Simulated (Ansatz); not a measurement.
# NaF (CsCl type): the dielectric function from several functionals, part 2 of 2

Aim: the dielectric function of NaF (CsCl type) in the independent-particle picture, and how it depends on the functional and on the gap. The runs, in order: HSE06 for the gap; optics with PBE on 8×8×8; optics with r2SCAN on 8×8×8; optics with PBE and scissors to the HSE06 gap on 8×8×8.

Ansatz 0.2.0; plane waves, PAW; no local fields, no excitons. Earlier steps stand in the parts before.

### Step 4. Optics, r2SCAN

File input.yaml:

```yaml
crystal:
  lattice:
    - [2.7934851994, 0.0, 0.0]
    - [0.0, 2.7934851994, 0.0]
    - [0.0, 0.0, 2.7934851994]
  atoms:
    - { symbol: Na, position: [0.0, 0.0, 0.0] }
    - { symbol: F, position: [0.5, 0.5, 0.5] }
kpoints:
  mp_grid: { grid: [8, 8, 8] }
hamiltonian:
  xc: r2scan
scf:
  occupations: { method: fixed }
output:
  optics:
    e_range: [0, 22]
    de: 0.05
    sigma: 0.1
    bands: { spectra_wanted_up_to: 22 }
  write_density: true
  write_potential: true
  elf: true
  volumetric_format: npy
```

Run with:

```bash
ansatz run input.yaml --threads 4 --pin off --max-ram 3686MiB --backend cpu --events-out ev --progress --plain --runs-dir out
```

Output:

```text
Warning: RAYON_NUM_THREADS=4 ignored (pool sized by the plan → 4); use --threads N
Engine: ansatz 0.2.0, aarch64-unknown-linux-gnu
Pseudopotentials: kind: paw
Pseudopotential: Na, paw, valence charge 9, recommended cutoff 500 eV (meta_gga), Na.paw.azcp
Pseudopotential: F, paw, valence charge 7, recommended cutoff 500 eV (meta_gga), F.paw.azcp
Functional definition: r2SCAN
  parameter k0 = 0.174
  parameter k1 = 0.065
  parameter a1 = 4.9479
  exchange = r2scan_x(k0 = k0, k1 = k1, a1 = a1)
  correlation = r2scan_c
Crystal: 2 atoms, lattice volume = 21.799 Å³
Basis set: ecut = 500 eV, 515 PW (Γ), exchange–correlation on 96×96×96 points (64 copies of the dense FFT grid, shifted against one another)
Bands: 12, of which v1, the nominal top of the filled ones, is band 8 counted from 1 (7 counted from 0)
Symmetry: 48 space group operations
Space group: Pm-3m (ITA 221), of the structure as read, at distance tolerance 2.8e-5 Å
k-points: 35 of 512
Non-local potential: Na, projectors of the file, l = 0: 3, l = 1: 2, l = 2: 1
Non-local potential: F, projectors of the file, l = 0: 2, l = 1: 2, l = 2: 1
PAW form: soft (Blöchl's): semilocal exchange-correlation on the pseudo side does not see the compensation charge
PAW frozen core: Na, regenerated for the run's functional (the file was generated under x = pbe(κ = 0.804, μ = 0.2195149727645171), c = pbe(β = 0.06672455060314922))
PAW frozen core: F, regenerated for the run's functional (the file was generated under x = pbe(κ = 0.804, μ = 0.2195149727645171), c = pbe(β = 0.06672455060314922))
PAW one-centre angular grid: Na, 302 points (default); XC on 339 of its mesh's 2595 points in the sphere
PAW one-centre angular grid: F, 302 points (default); XC on 160 Gauss nodes
Initial density: superposition of atomic densities (neutral atoms: chi_scale 0, normalization atom), corrected by the library's trained network
Initial wavefunctions: pseudopotential atomic-orbital guess
Functional: x = r2scan, c = r2scan; τ floored in thin density (d = 2e-4 eV/Å³)
SCF iter   1: F=—  HF=-2301.052473 eV  |F-HF|=—  |Δ(HF+E_count)|=         —  Δρ=9.32e-3  dr2=1.05e-2  dr2_τ=2.69e-2  ethr=1.77e-3  ⟨swp⟩=4.4  Hψ=2167  notcnv=0  defer=52
preconditioner: auto → none  [insulator: Δε(μ)=7.194 eV  Ē_g=29.051 eV  n_scr=6 (ndim 8)  ℏωp=29.8 eV  f_vac=0.025  ε∞_Penn≈2.0]
SCF iter   2: F=—  HF=-2301.085956 eV  |F-HF|=—  |Δ(HF+E_count)|=   3.35e-2  Δρ=3.11e-3  dr2=5.41e-4  dr2_τ=3.35e-4  ethr=6.58e-5  ⟨swp⟩=3.0  Hψ=1126  notcnv=0  defer=60
SCF iter   3: F=—  HF=-2301.086131 eV  |F-HF|=—  |Δ(HF+E_count)|=   1.75e-4  Δρ=9.77e-4  dr2=1.20e-4  dr2_τ=2.43e-5  ethr=3.38e-6  ⟨swp⟩=2.4  Hψ=781  notcnv=0  defer=61
SCF iter   4: F=—  HF=-2301.086128 eV  |F-HF|=—  |Δ(HF+E_count)|=   3.11e-6  Δρ=4.81e-4  dr2=1.33e-5  dr2_τ=3.63e-6  ethr=7.53e-7  ⟨swp⟩=2.2  Hψ=585  notcnv=0  defer=53
SCF iter   5: F=—  HF=-2301.086126 eV  |F-HF|=—  |Δ(HF+E_count)|=   1.50e-6  Δρ=3.00e-5  dr2=3.50e-8  dr2_τ=2.44e-8  ethr=8.30e-8  ⟨swp⟩=2.0  Hψ=534  notcnv=0  defer=3
SCF iter   6: F=—  HF=-2301.086123 eV  |F-HF|=—  |Δ(HF+E_count)|=   3.35e-6  Δρ=5.26e-6  dr2=1.56e-9  dr2_τ=1.18e-9  ethr=2.19e-10  ⟨swp⟩=2.2  Hψ=663  notcnv=0
SCF iter   7: F=—  HF=-2301.086123 eV  |F-HF|=—  |Δ(HF+E_count)|=  7.90e-10  Δρ=5.76e-7  dr2=5.12e-11  dr2_τ=3.88e-12  ethr=9.76e-12  ⟨swp⟩=2.0  Hψ=700  notcnv=0
SCF iter   8: F=-2301.086123 eV  HF=-2301.086123 eV  |F-HF|=9.09e-13  |Δ(HF+E_count)|=  1.68e-11  Δρ=1.30e-7  dr2=1.65e-12  dr2_τ=3.05e-13  ethr=1.00e-12  ⟨swp⟩=4.1  Hψ=1385  notcnv=0
SCF 1 converged in 8 iterations: F = -2301.086123 eV  dr2 = 1.65e-12
NSCF: frozen V_eff on 35 k-points
Optics k sum: 0 of 35 k-points
[...]
output.optics: what the bands over the 21 summed would add to eps1, eps2 and the energy-loss function is held between a lower and an upper bound (6 Lanczos steps). eps1, eps2 and their loss function (loss_summed_bands) are given on every row as the summed bands alone make them. Along an axis, on a row where the two bounds hold the loss function to about 1 % of the greater of itself and 0.5 % of |1/eps|, its cell (loss_completed) is given, with the completed eps1 and eps2 that it is formed of (a cell that is left empty reads nan in the table and null in the record). The two bounds hold it so along every axis on all 441 rows up to 22.000 eV. The run works to bound the rows up to 22.000 eV and no higher ones: a peak of the loss function over that energy may be left empty with no warning. To have the run work for it, set output.optics.bands.spectra_wanted_up_to to a higher energy. perfect_screening_sum, loss_f_sum_n_eff and, beside carriers, perfect_screening_limit are those of loss_summed_bands: over the bounded function the two sums would run over rows that are not all bounded, and lack what the bands left out lay past the top of the energy grid. Bounded is said of the bands left out alone, which are those that the basis at basis.ecutwfc holds: it says nothing of that cutoff, of the k-point mesh, of what the sum inside its cells errs by (eps2_relative_error), of the factors of all_electron_strengths, nor of how far the SCF is converged. The bands left out are taken at the k-points, and what their mean over the points' cells stands off that by is in neither bound: the run's estimate of it, which the test of a row counts in, is 0.05 % of |eps| at the most among the values given; where the mean stood off by over 0.5 % the points' spread read 0.1 to 3 times that
SCF converged after 8 iterations
Free energy (F): -2301.086123 eV
Harris-Foulkes:  -2301.086123 eV  (|F-HF|=9.09e-13)
Internal energy: -2301.086123 eV  (E = F + TS)
E sigma→0 (E₀):  -2301.086123 eV
Fermi energy:    2.311691 eV
--- Per-component energies (eV) ---
  E_band       = -235.252104
  E_kinetic    = 331.067628
  E_local      = -1570.167775  (includes V_loc(G=0)·N_el)
  E_nonlocal   = 188.721151
  E_hartree    = 548.642543
  E_xc         = -117.541585
  E_vxc        = -173.720798  (∫ρ·V_xc dr)
  E_paw        = -470.668160  (= ΣΔE_a)
  E_vpaw       = -122.097563  (= ΣTr[D̂ρ^β])
  E_aug_tail   = 0.001100  (compensation charges beyond the density's cutoff)
  E_vtau       = 13.659063  (kinetic-family band-sum trace: ∫τ·v_τ [+ j·A + Jᵃ·Aᵃ] dr)
  E_ewald      = -1211.083366
  E_core_change = -0.057659  (= ΣΔE_core)
  E_smearing   = -0.000000  (= −TS)
  E_closure    = 0.000000  (closes the sum)
  Σ components = -2301.086123   (vs F -2301.086123, Δ=0.00e0)
--- Band table (eV; the first three rows and the last of 35) ---
  k-point 0: bands = ["-47.9192", "-18.7026", "-18.2174", "-18.2174", "-18.2174", "1.9712", "1.9712", "1.9712", "9.3695", "19.1036", "19.1036", "27.9270"]
  k-point 1: bands = ["-47.9157", "-18.8232", "-18.2130", "-18.2130", "-18.0870", "1.5614", "1.9897", "1.9897", "9.8909", "18.8951", "19.4048", "27.8601"]
  k-point 2: bands = ["-47.9069", "-19.0197", "-18.2026", "-18.2026", "-17.8639", "0.7041", "2.0350", "2.0350", "11.1716", "18.0759", "20.3048", "27.6849"]
  k-point 34: bands = ["-47.8496", "-18.3973", "-18.3973", "-18.3973", "-17.9487", "0.6390", "0.6390", "0.6390", "17.8160", "17.8160", "17.8160", "23.1140"]
```

Run time: 7.1 s. Hardware: 4 threads of Arm Neoverse N1, shared host; peak memory 0.67 GiB.

optics.tsv begins:

```
# eps_inf(xx yy zz) = 1.907776 1.907776 1.907776
# eps_inf_bands = all
# eps_inf_summed_bands(xx yy zz) = 1.827570 1.827570 1.827570
# eps_inf_completed(xx yy zz) = 1.907776 1.907776 1.907776
# eps2_relative_error = 0.0008
# eps_inf_relative_error = 0.0047
# f_sum_n_eff(xx yy zz) = 6.630457 6.630457 6.630457 of n_electrons = 16.000000
# n_bands = 21
# n_bands_set_by = photon_energy
# valid_up_to_ev = 37.313517
# least_direct_gap_ev = 7.398308e0 at k(fractional) = 0.000000 0.000000 0.000000, k_point = 0, channel = 0, bands = 7 8 (counted from 0)
```

The dielectric function from optics.tsv (isotropic), one row in 19 (narrow peaks fall between the rows):

```
E (eV)  ε₂ xx  ε₁ xx
  7.15   0.00   2.28
  8.10   0.47   2.38
  9.05   0.64   2.21
 10.00   0.73   2.09
 10.95   0.78   2.00
 11.90   0.86   1.93
 12.85   0.73   1.72
 13.80   0.68   2.09
 14.75   1.34   2.43
 15.70   1.31   1.23
 16.65   0.96   1.82
 17.60   2.57   0.56
 18.55   1.03   0.10
 19.50   0.47   0.53
 20.45   0.35   0.90
 21.40   0.48   1.22
```

The columns hold the bands summed alone, whose ε₁ at zero energy is 1.83, below the completed ε∞ of 1.91.

Tallest peaks of ε₂: 0.9 at 12.15 eV, 2.0 at 15.05 eV, 2.8 at 17.45 eV.

### Step 5. Optics, PBE + 2.22 eV scissors

The scissors of 2.216 eV comes from the difference of HSE06 and PBE direct gaps in separate runs.

Edit input.yaml of step 4 so:

```diff
@@ -11,3 +11,3 @@
 hamiltonian:
-  xc: r2scan
+  xc: pbe
 scf:
@@ -20,5 +20,2 @@
     bands: { spectra_wanted_up_to: 22 }
-  write_density: true
-  write_potential: true
-  elf: true
-  volumetric_format: npy
+    scissors: 2.216
```

Run with:

```bash
ansatz run input.yaml --threads 4 --pin off --max-ram 3686MiB --backend cpu --events-out ev --progress --plain --runs-dir out
```

Output:

```text
Warning: RAYON_NUM_THREADS=4 ignored (pool sized by the plan → 4); use --threads N
[... 9 set-up lines as earlier in the session ...]
Crystal: 2 atoms, lattice volume = 21.799 Å³
Basis set: ecut = 420 eV, 437 PW (Γ)
Bands: 12, of which v1, the nominal top of the filled ones, is band 8 counted from 1 (7 counted from 0)
[... 2 set-up lines as earlier in the session ...]
k-points: 35 of 512
[... 8 set-up lines as earlier in the session ...]
SCF iter   1: F=—  HF=-2297.092551 eV  |F-HF|=—  |Δ(HF+E_count)|=         —  Δρ=1.17e-3  dr2=3.72e-4  ethr=1.77e-3  ⟨swp⟩=4.6  Hψ=2072  notcnv=0  defer=54
preconditioner: auto → none  [insulator: Δε(μ)=6.094 eV  Ē_g=27.283 eV  n_scr=6 (ndim 8)  ℏωp=29.8 eV  f_vac=0.030  ε∞_Penn≈2.2]
SCF iter   2: F=—  HF=-2297.092043 eV  |F-HF|=—  |Δ(HF+E_count)|=   5.08e-4  Δρ=5.47e-4  dr2=4.09e-5  ethr=2.33e-6  ⟨swp⟩=2.0  Hψ=1024  notcnv=0  defer=61
SCF iter   3: F=—  HF=-2297.092074 eV  |F-HF|=—  |Δ(HF+E_count)|=   3.08e-5  Δρ=1.98e-4  dr2=4.59e-6  ethr=2.55e-7  ⟨swp⟩=2.2  Hψ=774  notcnv=0  defer=60
SCF iter   4: F=—  HF=-2297.092082 eV  |F-HF|=—  |Δ(HF+E_count)|=   8.29e-6  Δρ=6.63e-5  dr2=5.95e-7  ethr=2.87e-8  ⟨swp⟩=2.2  Hψ=578  notcnv=0  defer=16
SCF iter   5: F=—  HF=-2297.092080 eV  |F-HF|=—  |Δ(HF+E_count)|=   2.09e-6  Δρ=1.73e-5  dr2=4.64e-8  ethr=3.72e-9  ⟨swp⟩=3.0  Hψ=700  notcnv=0  defer=1
SCF iter   6: F=—  HF=-2297.092080 eV  |F-HF|=—  |Δ(HF+E_count)|=   3.01e-8  Δρ=1.20e-5  dr2=2.00e-8  ethr=2.90e-10  ⟨swp⟩=2.0  Hψ=560  notcnv=0  defer=1
SCF iter   7: F=—  HF=-2297.092080 eV  |F-HF|=—  |Δ(HF+E_count)|=   4.13e-9  Δρ=5.66e-6  dr2=4.49e-9  ethr=1.25e-10  ⟨swp⟩=1.4  Hψ=457  notcnv=0  defer=1
SCF iter   8: F=—  HF=-2297.092080 eV  |F-HF|=—  |Δ(HF+E_count)|=   1.08e-9  Δρ=1.13e-6  dr2=1.81e-10  ethr=2.81e-11  ⟨swp⟩=2.1  Hψ=520  notcnv=0  defer=1
SCF iter   9: F=-2297.092080 eV  HF=-2297.092080 eV  |F-HF|=3.64e-12  |Δ(HF+E_count)|=  4.82e-11  Δρ=1.54e-7  dr2=3.37e-12  ethr=1.00e-12  ⟨swp⟩=2.4  Hψ=1590  notcnv=0
SCF 1 converged in 9 iterations: F = -2297.092080 eV  dr2 = 3.37e-12
NSCF: frozen V_eff on 35 k-points
Optics k sum: 0 of 35 k-points
[...]
output.optics: what the bands over the 19 summed would add to eps1, eps2 and the energy-loss function is held between a lower and an upper bound (7 Lanczos steps). eps1, eps2 and their loss function (loss_summed_bands) are given on every row as the summed bands alone make them. Along an axis, on a row where the two bounds hold the loss function to about 1 % of the greater of itself and 0.5 % of |1/eps|, its cell (loss_completed) is given, with the completed eps1 and eps2 that it is formed of (a cell that is left empty reads nan in the table and null in the record). The two bounds hold it so along every axis on all 441 rows up to 22.000 eV. The run works to bound the rows up to 22.000 eV and no higher ones: a peak of the loss function over that energy may be left empty with no warning. To have the run work for it, set output.optics.bands.spectra_wanted_up_to to a higher energy. perfect_screening_sum, loss_f_sum_n_eff and, beside carriers, perfect_screening_limit are those of loss_summed_bands: over the bounded function the two sums would run over rows that are not all bounded, and lack what the bands left out lay past the top of the energy grid. Bounded is said of the bands left out alone, which are those that the basis at basis.ecutwfc holds: it says nothing of that cutoff, of the k-point mesh, of what the sum inside its cells errs by (eps2_relative_error), of the factors of all_electron_strengths, nor of how far the SCF is converged. The bands left out are taken at the k-points, and what their mean over the points' cells stands off that by is in neither bound: the run's estimate of it, which the test of a row counts in, is 0.07 % of |eps| at the most among the values given; where the mean stood off by over 0.5 % the points' spread read 0.1 to 3 times that
SCF converged after 9 iterations
Free energy (F): -2297.092080 eV
Harris-Foulkes:  -2297.092080 eV  (|F-HF|=3.64e-12)
Internal energy: -2297.092080 eV  (E = F + TS)
E sigma→0 (E₀):  -2297.092080 eV
Fermi energy:    2.933152 eV
--- Per-component energies (eV) ---
  E_band       = -216.131211
  E_kinetic    = 329.672103
  E_local      = -1566.333954  (includes V_loc(G=0)·N_el)
  E_nonlocal   = 188.677079
  E_hartree    = 546.042730
  E_xc         = -120.401602
  E_vxc        = -154.481845  (∫ρ·V_xc dr)
  E_paw        = -463.666991  (= ΣΔE_a)
  E_vpaw       = -105.752030  (= ΣTr[D̂ρ^β])
  E_aug_tail   = 0.001921  (compensation charges beyond the density's cutoff)
  E_ewald      = -1211.083366
  E_smearing   = -0.000000  (= −TS)
  E_closure    = 0.000000  (closes the sum)
  Σ components = -2297.092080   (vs F -2297.092080, Δ=0.00e0)
--- Band table (eV; the first three rows and the last of 35) ---
  k-point 0: bands = ["-45.3164", "-17.1030", "-17.1030", "-17.1030", "-16.9491", "2.5944", "2.5944", "2.5944", "9.0615", "18.7233", "18.7233", "26.9360"]
  k-point 1: bands = ["-45.3124", "-17.3497", "-17.0985", "-17.0985", "-16.6926", "2.1709", "2.6125", "2.6125", "9.5856", "18.4848", "19.0195", "26.8836"]
  k-point 2: bands = ["-45.3028", "-17.6153", "-17.0877", "-17.0877", "-16.4001", "1.3000", "2.6576", "2.6576", "10.8500", "17.6190", "19.9055", "26.7486"]
  k-point 34: bands = ["-45.2399", "-17.2899", "-17.2899", "-17.2899", "-16.1764", "1.2730", "1.2730", "1.2730", "17.3685", "17.3685", "17.3685", "22.3815"]
```

It took 4.6 s on 4 threads of Arm Neoverse N1, shared host; peak memory 0.61 GiB.

From the head of optics.tsv:

```
# eps_inf(xx yy zz) = 1.891850 1.891850 1.891850
# eps_inf_bands = all
# eps_inf_summed_bands(xx yy zz) = 1.797744 1.797744 1.797744
# eps_inf_completed(xx yy zz) = 1.891850 1.891850 1.891850
# eps2_relative_error = 0.0008
# eps_inf_relative_error = 0.0042
# f_sum_n_eff(xx yy zz) = 5.869845 5.869845 5.869845 of n_electrons = 16.000000
# n_bands = 19
# n_bands_set_by = photon_energy
# valid_up_to_ev = 33.453467
# least_direct_gap_ev = 6.467074e0 at k(fractional) = 0.000000 0.000000 0.000000, k_point = 0, channel = 0, bands = 7 8 (counted from 0)
```

The dielectric function from optics.tsv (isotropic), one row in 17 (narrow peaks fall between the rows):

```
E (eV)  ε₂ xx  ε₁ xx
  8.45   0.00   2.35
  9.30   0.51   2.47
 10.15   0.70   2.28
 11.00   0.79   2.15
 11.85   0.85   2.04
 12.70   0.90   1.96
 13.55   0.96   1.75
 14.40   0.64   1.83
 15.25   0.88   2.23
 16.10   2.08   2.30
 16.95   1.29   1.16
 17.80   1.03   1.81
 18.65   2.97   0.94
 19.50   1.33  -0.07
 20.35   0.60   0.33
 21.20   0.40   0.71
```

The columns hold the bands summed alone, whose ε₁ at zero energy is 1.80, below the completed ε∞ of 1.89.

Tallest peaks of ε₂: 1.0 at 13.35 eV, 2.2 at 16.20 eV, 3.0 at 18.60 eV.

### Step 6. The levels side by side

```csv
level,mesh,least direct gap on the mesh (eV),ε∞,tallest peak of ε₂,time
PBE,8×8×8,6.47,2.02,3.0 at 16.40 eV,4.6 s
r2SCAN,8×8×8,7.40,1.91,2.8 at 17.45 eV,7.1 s
PBE + 2.22 eV scissors,8×8×8,8.68,1.89,3.0 at 18.60 eV,4.6 s
```

### Step 7. Summary of results

The summary covers parts 1 to 2.

| quantity | value |
| --- | --- |
| ε∞, PBE | 2.02 |
| ε∞, r2SCAN | 1.91 |
| ε∞, PBE + 2.22 eV scissors | 1.89 |
| tallest peak of ε₂, PBE | 3.0 at 16.40 eV |
| tallest peak of ε₂, r2SCAN | 2.8 at 17.45 eV |
| tallest peak of ε₂, PBE + 2.22 eV scissors | 3.0 at 18.60 eV |
| HSE06 direct gap | 8.68 eV |

What this shows: From PBE to PBE + 2.22 eV scissors the direct gap grows from 6.47 to 8.68 eV, and ε∞ goes from 2.02 to 1.89: a wider gap screens less. Local fields and excitons are left out: both change ε∞, and without excitons the onset lacks its lines.
